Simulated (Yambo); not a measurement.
Here is a Yambo 5.3.0 calculation.

The input bse6.in:

```
optics
bse
bss
rim_cut
em1s
RandQpts= 1000000
RandGvec= 50 RL
Chimod= "HARTREE"
% BndsRnXs
 1 | 19 |
%
NGsBlkXs= 5 Ry
% LongDrXs
 1 | 1 | 1 |
%
BSKmod= "SEX"
BSEmod= "coupling"
BSSmod= "d"
% BSEQptR
 1 | 1 |
%
% BSEBands
 3 | 6 |
%
BSENGexx= 10 Ry
BSENGBlk= 5 Ry
WehCpl
% BEnRange
 0 | 15 | eV
%
% BDmRange
 0.1 | 0.1 | eV
%
BEnSteps= 200
% BLongDir
 1 | 1 | 1 |
%
BSEprop= "abs"
WRbsWF
% KfnQP_E
 0.99 | 1.0 | 1.0 |
%
```

The input scf.in:

```
&CONTROL
  calculation = 'scf'
  prefix = 'pwscf'
  outdir = './tmp'
  pseudo_dir = './pseudo'
/
&SYSTEM
  ibrav = 0
  nat = 2
  ntyp = 2
  ecutwfc = 70
  nbnd = 9
  occupations = 'smearing'
  smearing = 'fd'
  degauss = 0.00367493
  force_symmorphic = .true.
/
&ELECTRONS
  conv_thr = 4d-10
  electron_maxstep = 120
  mixing_beta = 0.5
/
ATOMIC_SPECIES
Si    28.0850 14_Si_4_1.9_1.9_pbe_n_v1.0.upf
C     12.0110 06_C_4_1.2_1.2_pbe_n_v1.0.upf
CELL_PARAMETERS angstrom
   0.0000000000    2.1790000000    2.1790000000
   2.1790000000    0.0000000000    2.1790000000
   2.1790000000    2.1790000000    0.0000000000
ATOMIC_POSITIONS angstrom
Si     0.0000000000    0.0000000000    0.0000000000
C      3.2685000000    3.2685000000    3.2685000000
K_POINTS automatic
6 6 6 0 0 0
```

nscf.in

```
&CONTROL
  calculation = 'nscf'
  prefix = 'pwscf'
  outdir = './tmp'
  pseudo_dir = './pseudo'
/
&SYSTEM
  ibrav = 0
  nat = 2
  ntyp = 2
  ecutwfc = 70
  nbnd = 54
  occupations = 'fixed'
  force_symmorphic = .true.
/
&ELECTRONS
  conv_thr = 1d-08
  diago_full_acc = .true.
  diago_thr_init = 1d-06
/
ATOMIC_SPECIES
Si    28.0850 14_Si_4_1.9_1.9_pbe_n_v1.0.upf
C     12.0110 06_C_4_1.2_1.2_pbe_n_v1.0.upf
CELL_PARAMETERS angstrom
   0.0000000000    2.1790000000    2.1790000000
   2.1790000000    0.0000000000    2.1790000000
   2.1790000000    2.1790000000    0.0000000000
ATOMIC_POSITIONS angstrom
Si     0.0000000000    0.0000000000    0.0000000000
C      3.2685000000    3.2685000000    3.2685000000
K_POINTS automatic
6 6 6 0 0 0
```

Potentials or basis: SPMS 1.0 PBE.

Launch:

```console
$ OMP_NUM_THREADS=1 pw.x -in scf.in > scf.out
$ OMP_NUM_THREADS=1 pw.x -in nscf.in > nscf.out
$ cd tmp/pwscf.save; p2y; mv SAVE ../..; cd ../..
$ OMP_NUM_THREADS=1 yambo
$ mkdir -p bse6; ln -s $PWD/bse1/ndb.em1s* bse6/
$ mkdir -p bse6; ln -s $PWD/g0w00/ndb.RIM bse6/
$ OMP_NUM_THREADS=1 yambo -F bse6.in -J bse6 -C bse6_out
$ OMP_NUM_THREADS=1 ypp -J bse6 -C bse6_out -e s -b 1
```

Q: Estimate the exciton binding energy.

A: 0.32 eV.

Q: Predict the lowest exciton energy.

A: 5.22 eV.

Q: Predict the lowest bright exciton energy.

A: 5.22 eV.

Q: What does it give for the band gap on the k mesh, mean-field level?

A: 1.36 eV, indirect (least direct gap 4.55 eV).

Lowest exciton energies (eV): 5.22, 5.22, 5.22, 5.23, 5.23, 5.23, 5.90, 5.90

Caveat: the scissor is the correction of the direct gap in an earlier G0W0 run on the same states; exciton energies and binding change strongly with the k mesh and aren't converged on this one; spectra need much finer meshes, so this one isn't converged.

**What was measured.**

“Insight into the structural, elastic and electronic properties of a new orthorhombic 6O-SiC polytype”, 2020, pmc:7200658 quotes, for a bulk crystal of SiC: band gap 2.4 eV (indirect).

A measured gap of SiC is 2.4 eV (indirect; quoted in “Insight into the structural, elastic and electronic properties of a new orthorhombic 6O-SiC polytype”, 2020, pmc:7200658); the calculated 1.36 eV misses it by -1.04 eV. The value is that of PBE on a finite k mesh, which can miss the band edges, without temperature or zero-point motion. Semilocal functionals fall short of measured gaps as a rule.
